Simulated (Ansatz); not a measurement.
KI:

```
I K
1.0
     0.00000    3.53277    3.53277
     3.53277    0.00000    3.53277
     3.53277    3.53277    0.00000
I K
1 1
Direct
  0.50000 0.50000 0.50000
  0.00000 0.00000 0.00000
```

Base run:

```yaml
Program: Ansatz 0.2.0
Functional: PBEsol
Potentials_or_basis: all-electron LAPW, scalar-relativistic
Cutoff: 116 eV
Density_cutoff: 464 eV
Basis_error_allowed: 0.001 eV/atom
k_mesh: 7 × 7 × 7
Occupations: fermi-dirac, width 0.05 eV
Spin: no spin polarisation
```

Its results: band gap on the k mesh 3.82 eV, direct; pressure -0.3 GPa.

Question: The run is repeated on the same cell with these changes: functional from PBEsol to LDA. What comes out?

Answer: Band gap on the k mesh 3.60 eV, direct; pressure -1.3 GPa.

LDA binds more tightly than PBEsol, so the same cell stands under less pressure.

Caveats: spin-orbit coupling is left out, which moves the levels of the heavy elements; an odd mesh through Γ misses points on the zone boundary, where band edges often lie (some runs).

Not every run made on this cell is shown here.
